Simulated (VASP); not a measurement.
# Cu2O (Cuprite) (Pn-3m) in VASP: further runs, part 2 of 2

VASP 6.6.1. The steps go on from the part before.

### 6 Relaxation of the atoms, PBE (a relaxed cell with its volume scaled by 0.98)

INCAR

```
PREC     = Accurate       # precision mode
ENCUT    = 300            # plane-wave cutoff, eV
EDIFF    = 1E-7           # SCF threshold, eV
ISMEAR   = 0              # smearing method
SIGMA    = 0.03           # smearing width, eV
LREAL    = False          # projectors in reciprocal space
LASPH    = True           # aspherical terms in the spheres
NELM     = 80             # most SCF steps
ALGO     = Fast           # electronic algorithm
ISIF     = 2              # what is computed and relaxed
LWAVE    = False          # write WAVECAR
LCHARG   = False          # write CHGCAR
GGA      = PE             # functional
IBRION   = 2              # ionic algorithm
NSW      = 40             # ionic steps
EDIFFG   = -0.01          # ionic threshold
KPAR     = 2
```

KPOINTS

```
Automatic mesh
0
Gamma
  3 3 3
```

POSCAR

```
Cu2O                                    
1.0
    4.2557146318      0.0000000000     -0.0000000000
    0.0000000000      4.2557146318      0.0000000000
   -0.0000000000      0.0000000000      4.2557146318
  Cu              O             
     4     2
Direct
     0.2500000000000000    0.2500000000000000    0.2500000000000000
     0.2500000000000000    0.7500000000000000    0.7500000000000000
     0.7500000000000000    0.7500000000000000    0.2500000000000000
     0.7500000000000000    0.2500000000000000    0.7500000000000000
     0.0000000000000000    0.0000000000000000    0.0000000000000000
     0.5000000000000000    0.5000000000000000    0.5000000000000000
```

Potentials or basis: VASP PAW PBE potentials, release 64 (Cu, O_s).

Launch:

```sh
$ cat potpaw_PBE.64/Cu/POTCAR potpaw_PBE.64/O_s/POTCAR > POTCAR
$ mpirun -np 2 vasp_std > vasp.out
```

OUTCAR:

```text
PREC = Accurate
   ENCUT = 300
   EDIFF = 1E-7
   ISMEAR = 0
   LREAL = False
   LASPH = True
   NELM = 80
   ISIF = 2
   GGA = PE
   IBRION = 2
   NSW = 40
   EDIFFG = -0.01

 ion  position               nearest neighbor table
   1  0.250  0.250  0.250-   5 1.84   6 1.84
   2  0.250  0.750  0.750-   5 1.84   6 1.84
   3  0.750  0.750  0.250-   5 1.84   6 1.84
   4  0.750  0.250  0.750-   5 1.84   6 1.84
   5  0.000  0.000  0.000-   1 1.84   2 1.84   3 1.84   4 1.84
   6  0.500  0.500  0.500-   1 1.84   2 1.84   3 1.84   4 1.84

  LATTYP: Found a simple cubic cell.
 ALAT       =     4.2557146318

  Lattice vectors:

 A1 = (   4.2557146318,   0.0000000000,   0.0000000000)
 A2 = (   0.0000000000,   4.2557146318,   0.0000000000)
 A3 = (   0.0000000000,   0.0000000000,   4.2557146318)

Analysis of symmetry for initial positions (statically):
=====================================================================
 Subroutine PRICEL returns:
 Original cell was already a primitive cell.

 Routine SETGRP: Setting up the symmetry group for a
 simple cubic supercell.

 Subroutine GETGRP returns: Found 48 space group operations
 (whereof 24 operations were pure point group operations)
 out of a pool of 48 trial point group operations.

The static configuration has the point symmetry T_d .
 The point group associated with its full space group is O_h .

Analysis of symmetry for dynamics (positions and initial velocities):
=====================================================================
 Subroutine PRICEL returns:
 Original cell was already a primitive cell.

 Routine SETGRP: Setting up the symmetry group for a
 simple cubic supercell.

 Subroutine GETGRP returns: Found 48 space group operations
 (whereof 24 operations were pure point group operations)
 out of a pool of 48 trial point group operations.
[... 111 lines left out ...]
  Fermi-wavevector in a.u.,A,eV,Ry     =   1.471742  2.781189 29.470551  2.166024
  Thomas-Fermi vector in A             =   2.586841
   LORBIT       =      0    0 simple, 1 ext, 2 COOP (PROOUT), +10 PAW based schemes
   GGA     = PE    functional components
   LHFCALC =     F    Hartree Fock is set to
   AEXX    =    0.0000 exact exchange contribution
   IVDW    =     0    specifies the selected vdW correction
   LEPSILON=     F    determine dielectric tensor
   LRPA    =     F    only Hartree local field effects (RPA)
 conjugate gradient relaxation of ions
 non-spin polarized calculation
 RMM-DIIS sequential band-by-band and
 Gauss-broadening in eV      SIGMA  =   0.03
  energy-cutoff  :      300.00
  volume of cell :       77.08
 maximum number of plane-waves:       931
   NGX = 13   NGY = 13   NGZ = 13

 number of electron      55.9999589 magnetization

 Free energy of the ion-electron system (eV)
  ---------------------------------------------------
  ext. energy  EPLUGINS =         0.00000000
  ---------------------------------------------------
  free energy    TOTEN  =       -27.18477931 eV

  energy without entropy =      -27.18477931  energy(sigma->0) =      -27.18477931

 E-fermi :   5.1706     XC(G=0): -11.0609

 val. band max:        4.9679376773   @ k =   0.0000   0.0000   0.0000
 cond. band min:       5.5167517995   @ k =   0.0000   0.0000   0.0000
 fundamental gap:      0.5488141222
 Fermi energy:         5.1705874867

 k-point     1 :       0.0000    0.0000    0.0000
  band No.  band energies     occupation
      1     -15.1997      2.00000
      2     -14.4600      2.00000
      3      -2.3046      2.00000
      4      -2.3046      2.00000
      5      -2.3046      2.00000
      6       0.0777      2.00000
[... 133 lines left out ...]
     32       9.0821      0.00000
     33       9.8905      0.00000

------------------------ aborting loop because EDIFF is reached ----------------------------------------

  FORCE on cell =-STRESS in cart. coord.  units (eV):
  Direction    XX          YY          ZZ          XY          YZ          ZX
  --------------------------------------------------------------------------------------
  -------------------------------------------------------------------------------------
  Total        1.3319503      1.3319503      1.3319503     -0.0000000     -0.0000000     -0.0000000
  in kB       27.6873309     27.6873309     27.6873309     -0.0000000     -0.0000000     -0.0000000
  external PRESSURE =      27.6873309 kB  Pullay stress =       0.0000000 kB

 VOLUME and BASIS-vectors are now :
 -----------------------------------------------------------------------------
  energy-cutoff  :      300.00
  volume of cell :       77.08
      direct lattice vectors                 reciprocal lattice vectors
     4.255714632  0.000000000  0.000000000     0.234978161  0.000000000  0.000000000
     0.000000000  4.255714632  0.000000000     0.000000000  0.234978161  0.000000000
     0.000000000  0.000000000  4.255714632     0.000000000  0.000000000  0.234978161

 POSITION                                       TOTAL-FORCE (eV/Angst)
 -----------------------------------------------------------------------------------
      1.06393      1.06393      1.06393         0.000000     -0.000000     -0.000000
      1.06393      3.19179      3.19179        -0.000000      0.000000     -0.000000
      3.19179      3.19179      1.06393        -0.000000     -0.000000      0.000000
      3.19179      1.06393      3.19179        -0.000000      0.000000     -0.000000
      0.00000      0.00000      0.00000        -0.000000     -0.000000      0.000000
      2.12786      2.12786      2.12786        -0.000000      0.000000      0.000000
 -----------------------------------------------------------------------------------
    total drift:                                0.000000     -0.000000     -0.000000

  FREE ENERGIE OF THE ION-ELECTRON SYSTEM (eV)
  ---------------------------------------------------
  free  energy   TOTEN  =       -27.1847793142 eV

  energy  without entropy=      -27.1847793142  energy(sigma->0) =      -27.18477931

 reached required accuracy - stopping structural energy minimisation
```

CONTCAR:

```text
Cu2O
   1.00000000000000
     4.2557146318000001    0.0000000000000000    0.0000000000000000
     0.0000000000000000    4.2557146318000001    0.0000000000000000
     0.0000000000000000    0.0000000000000000    4.2557146318000001
  Cu              O
     4     2
Direct
     0.2500000000000000    0.2500000000000000    0.2500000000000000
     0.2500000000000000    0.7500000000000000    0.7500000000000000
     0.7500000000000000    0.7500000000000000    0.2500000000000000
     0.7500000000000000    0.2500000000000000    0.7500000000000000
     0.0000000000000000    0.0000000000000000    0.0000000000000000
     0.5000000000000000    0.5000000000000000    0.5000000000000000

  0.00000000E+00  0.00000000E+00  0.00000000E+00
  0.00000000E+00  0.00000000E+00  0.00000000E+00
  0.00000000E+00  0.00000000E+00  0.00000000E+00
  0.00000000E+00  0.00000000E+00  0.00000000E+00
  0.00000000E+00  0.00000000E+00  0.00000000E+00
  0.00000000E+00  0.00000000E+00  0.00000000E+00
```

Run time: 6.9 s. Hardware: 2 MPI ranks of Intel Xeon Platinum 8488C (Sapphire Rapids), shared host; peak memory 0.12 GiB.

Results:

```yaml
Free_energy: -27.1848 eV
Band_gap_on_the_k_mesh: 0.55 eV, direct
```

Final structure:
```yaml
crystal:
  lattice:
    - [4.25571, 0.00000, 0.00000]
    - [0.00000, 4.25571, 0.00000]
    - [0.00000, 0.00000, 4.25571]
  atoms:
    - { symbol: Cu, position: [0.25000, 0.25000, 0.25000] }
    - { symbol: Cu, position: [0.25000, 0.75000, 0.75000] }
    - { symbol: Cu, position: [0.75000, 0.75000, 0.25000] }
    - { symbol: Cu, position: [0.75000, 0.25000, 0.75000] }
    - { symbol: O, position: [0.00000, 0.00000, 0.00000] }
    - { symbol: O, position: [0.50000, 0.50000, 0.50000] }
```

Levels at points of the mesh, in eV from the valence-band top:
```tsv
k point	band 24	band 25	band 26	band 27	band 28	band 29	band 30	band 31	band 32	band 33
(0.00, 0.00, 0.00)	-1.58	-1.58	0.00	0.00	0.00	0.55	1.23	1.23	7.96	7.96
```

Caveat: the k mesh is coarse (spacing up to 0.49 Å⁻¹), so the values aren't converged; the cutoff is under 1.25 times the usual one of these potentials, so pressure, stress and relaxed cells hold a basis-set (Pulay) error; the relaxation stopped at its first step, so nothing moved.

### 7 Summary

```tsv
cell	gap on the mesh (eV)
atoms relaxed from: a relaxed cell with its volume scaled by 0.94	0.65
atoms relaxed from: a relaxed cell with its volume scaled by 0.96	0.60
atoms relaxed from: a relaxed cell with its volume scaled by 0.98	0.55
```

Alike in all rows: task relaxation of the atoms; level PBE; potentials or basis VASP PAW PBE potentials, release 64 (Cu, O_s); no spin polarisation; k mesh 3 × 3 × 3; cutoff (eV) 300; smearing gaussian 0.03 eV; the mesh is coarse, so values aren't converged.

Caveats: all runs use coarse meshes; the cutoff is under 1.25 times the usual one of these potentials, so pressure, stress and relaxed cells hold a basis-set (Pulay) error; the relaxation stopped at its first step, so nothing moved.

Absolute energies hang on the potentials; compare differences alone.
